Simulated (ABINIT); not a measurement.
# MoS2 (R-3m) in ABINIT: equation of state

How stiff is MoS2 in PBE, and what volume does it want? The cell is scaled to several volumes.

All numbers are computed with ABINIT 10.8.3 (patched build); they aren't measurements. Logs are shortened: lines on timing, memory, paths and dates and some standing lists are left out, and cuts for length are marked. The log counts tension as positive stress, the text compression.

### 1 The crystal as given

Symmetry: R-3m, No. 166, trigonal system. The conventional cell has a = 3.171 Å, b = 3.171 Å, c = 18.345 Å, α = 90.00°, β = 90.00°, γ = 120.00°. Around Mo (site symmetry -3m) lie 6 S at 2.39 Å. S (site symmetry 3m) is surrounded by 3 Mo at 2.39 Å.

Measurements of this composition are mostly on another form, of space group No. 194.

### 2 Equation of state, PBE

File run.abi:

```
# Datasets: one volume each
ndtset 7
getwfk -1
scalecart1 3*0.9795861087
scalecart2 3*0.9864848297
scalecart3 3*0.9932883884
scalecart4 3*1.0000000000
scalecart5 3*1.0066227096
scalecart6 3*1.0131594038
scalecart7 3*1.0196128224

# Pseudopotentials
pp_dirpath "./"
pseudos "Mo.GGA_PBE-JTH.xml, S.GGA_PBE-JTH.xml"

# Structure
acell 6.3831756386 6.3831756386 6.3831756386 Angstrom
rprim
     0.2483873372     0.1434064960     0.9579865905
    -0.2483873372     0.1434064960     0.9579865905
     0.0000000000    -0.2868129920     0.9579865905
ntypat 2
znucl 42 16
natom 3
typat 1 2 2
xred
     0.0000000000     0.0000000000     0.0000000000
     0.2500000000     0.2500000000     0.2500000000
     0.7500000000     0.7500000000     0.7500000000

# Plane-wave basis
ecut 20.0
pawecutdg 40.0

# k points
kptopt 1
ngkpt 10 10 10
nshiftk 1
shiftk 0.0 0.0 0.0

# Exchange and correlation
ixc 11

# Bands and occupations
nband 17
occopt 3
tsmear 0.00183747

# SCF cycle
nstep 100
tolvrs 1.0e-9

# Output
iomode 3
prtwf 1
prtden 0
prteig 0
prtebands 0
enunit 2
```

Potentials or basis: JTH PAW PBE v2.0.

The run is started by

```
abinit run.abi > log 2>&1
```

run.abo:

```text
.Version 10.8.3 of ABINIT
 DATASET    1 : space group R-3 m (#166); Bravais hR (rhombohedral)
================================================================================
 Values of the parameters that define the memory need for DATASET  1.
     intxc =       0    ionmov =       0      iscf =      17    lmnmax =      18
     lnmax =       6     mgfft =      48  mpssoang =       3    mqgrid =    3001
     natom =       3  nloc_mem =       2    nspden =       1   nspinor =       1
    nsppol =       1      nsym =      12    n1xccc =       1    ntypat =       2
    occopt =       3   xclevel =       2
       mpw =        1458          nfft =      110592          nkpt =         116
 PAW method is used; the additional fine FFT grid is defined by:
   mgfftf=        72    nfftf =    373248
================================================================================
================================================================================
[... 71 lines left out ...]
 DATASET    7 : space group R-3 m (#166); Bravais hR (rhombohedral)
================================================================================
 Values of the parameters that define the memory need for DATASET  7.
     intxc =       0    ionmov =       0      iscf =      17    lmnmax =      18
     lnmax =       6     mgfft =      50  mpssoang =       3    mqgrid =    3001
     natom =       3  nloc_mem =       2    nspden =       1   nspinor =       1
    nsppol =       1      nsym =      12    n1xccc =       1    ntypat =       2
    occopt =       3   xclevel =       2
       mpw =        1643          nfft =      125000          nkpt =         116
 PAW method is used; the additional fine FFT grid is defined by:
   mgfftf=        72    nfftf =    373248
================================================================================
================================================================================

--------------------------------------------------------------------------------
------------- Echo of variables that govern the present computation ------------
--------------------------------------------------------------------------------
 -outvars: echo values of preprocessed input variables --------
            acell      1.2062453771E+01  1.2062453771E+01  1.2062453771E+01 Bohr
              amu      9.59400000E+01  3.20660000E+01
             ecut      2.00000000E+01 Hartree
           enunit           2
           getwfk          -1
                       outvar_i_n : Printing only first  50 k-points.
              ixc          11
           jdtset        1    2    3    4    5    6    7
                       outvar_i_n : Printing only first  50 k-points.
         kptrlatt       10    0    0      0   10    0      0    0   10
          kptrlen1     5.86999494E+01
          kptrlen2     5.91133430E+01
          kptrlen3     5.95210341E+01
          kptrlen4     5.99232154E+01
          kptrlen5     6.03200695E+01
          kptrlen6     6.07117692E+01
          kptrlen7     6.10984788E+01
            natom           3
            nband          17
           ndtset           7
            ngfft1         48      48      48
            ngfft2         48      48      48
[... 94 lines left out ...]

 chkinp: Checking input parameters for consistency, jdtset=   2.
[... 40 lines left out ...]
 getcut: wavevector=  0.0000  0.0000  0.0000  ngfft=  72  72  72
         ecut(hartree)=     40.000   => boxcut(ratio)=   2.14117

--- Pseudopotential description ------------------------------------------------
- pspini: atom type   1  psp file is ./Mo.GGA_PBE-JTH.xml
 Pseudopotential format is: paw10
 basis_size (lnmax)=  6 (lmn_size= 18), orbitals=   0   0   1   1   2   2
 Spheres core radius: rc_sph= 2.20740211
 Shapefunction is SIN type: shapef(r)=[sin(pi*r/rshp)/(pi*r/rshp)]**2
 Radius for shape functions =  1.91008465
 Compensation charge density is not taken into account in XC energy/potential

- pspini: atom type   2  psp file is ./S.GGA_PBE-JTH.xml
 Pseudopotential format is: paw10
 basis_size (lnmax)=  4 (lmn_size=  8), orbitals=   0   0   1   1
 Spheres core radius: rc_sph= 1.90380259
 Shapefunction is SIN type: shapef(r)=[sin(pi*r/rshp)/(pi*r/rshp)]**2
 Radius for shape functions =  1.40128485
 Compensation charge density is not taken into account in XC energy/potential

   8.88596673E+02                                ecore*ucvol(ha*bohr**3)
--------------------------------------------------------------------------------

[... 1387 lines left out ...]
-Cartesian components of stress tensor (GPa)         [Pressure= -6.6837E-01 GPa]
- sigma(1 1)=  1.64758137E+00  sigma(3 2)=  0.00000000E+00
- sigma(2 2)=  1.64758136E+00  sigma(3 1)=  0.00000000E+00
- sigma(3 3)= -1.29005577E+00  sigma(2 1)=  0.00000000E+00

== END DATASET(S) ==============================================================
================================================================================

 -outvars: echo values of variables after computation  --------
            acell      1.2062453771E+01  1.2062453771E+01  1.2062453771E+01 Bohr
           etotal1    -8.9547355833E+01
           etotal2    -8.9551634729E+01
           etotal3    -8.9554912942E+01
           etotal4    -8.9557289114E+01
           etotal5    -8.9558851157E+01
           etotal6    -8.9559679597E+01
           etotal7    -8.9559847862E+01
            fcart1     9.2518585385E-18 -4.6259292693E-18 -2.3129646346E-18
                       3.3176573021E-19 -1.2102291928E-17 -4.3284682124E-02
                      -9.5836242687E-18  1.6728221197E-17  4.3284682124E-02
            fcart2     1.4957193803E-18 -4.6259292693E-18 -0.0000000000E+00
                       3.3621481278E-18 -1.8799101188E-18 -3.4779374210E-02
                      -4.8578675081E-18  6.5058393881E-18  3.4779374210E-02
            fcart3    -0.0000000000E+00 -0.0000000000E+00 -0.0000000000E+00
                      -7.8819120370E-19  1.7440819615E-18 -2.6902792267E-02
                       7.8819120370E-19 -1.7440819615E-18  2.6902792267E-02
            fcart4     3.8569169193E-18 -4.0957671689E-18 -0.0000000000E+00
[... 52 lines left out ...]
           xangst3     0.0000000000E+00  0.0000000000E+00  0.0000000000E+00
                       0.0000000000E+00  0.0000000000E+00  4.5554663880E+00
                       2.3359491564E-16  5.8750472325E-17  1.3666399164E+01
           xangst4     0.0000000000E+00  0.0000000000E+00  0.0000000000E+00
                       0.0000000000E+00  0.0000000000E+00  4.5862474999E+00
                       1.1750094465E-16 -5.8750472325E-17  1.3758742500E+01
           xangst5     0.0000000000E+00  0.0000000000E+00  0.0000000000E+00
                       1.4452565155E-17 -7.5996550646E-18  4.6166208853E+00
                      -2.9469257333E-16  2.8351852067E-17  1.3849862656E+01
           xangst6     0.0000000000E+00  0.0000000000E+00  0.0000000000E+00
                       1.4164908349E-17 -7.2674975965E-18  4.6465997827E+00
                      -6.0841311254E-17 -2.9069990386E-17  1.3939799348E+01
           xangst7     0.0000000000E+00  0.0000000000E+00  0.0000000000E+00
                       0.0000000000E+00  0.0000000000E+00  4.6761967576E+00
                       0.0000000000E+00 -2.6599407475E-16  1.4028590273E+01
             xred      0.0000000000E+00  0.0000000000E+00  0.0000000000E+00
                       2.5000000000E-01  2.5000000000E-01  2.5000000000E-01
                       7.5000000000E-01  7.5000000000E-01  7.5000000000E-01
 Calculation completed.
```

Run time: 32 min. Hardware: 1 thread of Arm Neoverse V1, shared host; peak memory 0.34 GiB.

Results:

- Equilibrium volume: 18.73 Å³/atom
- Bulk modulus at fixed shape and positions: 132 GPa
- Pressure derivative of the bulk modulus: 4.4

Energy against volume, from the lowest point:
```tsv
volume (Å³/atom)	energy (meV/atom)
16.685	113.31
17.040	74.50
17.395	44.76
17.750	23.21
18.105	9.04
18.460	1.53
18.815	0.00
```

Caveat: pressures at fixed basis lie under the slope of the energies; the cell was scaled at fixed shape and fractional positions, which overstates the stiffness of a crystal with free parameters, most of all of layers and chains.
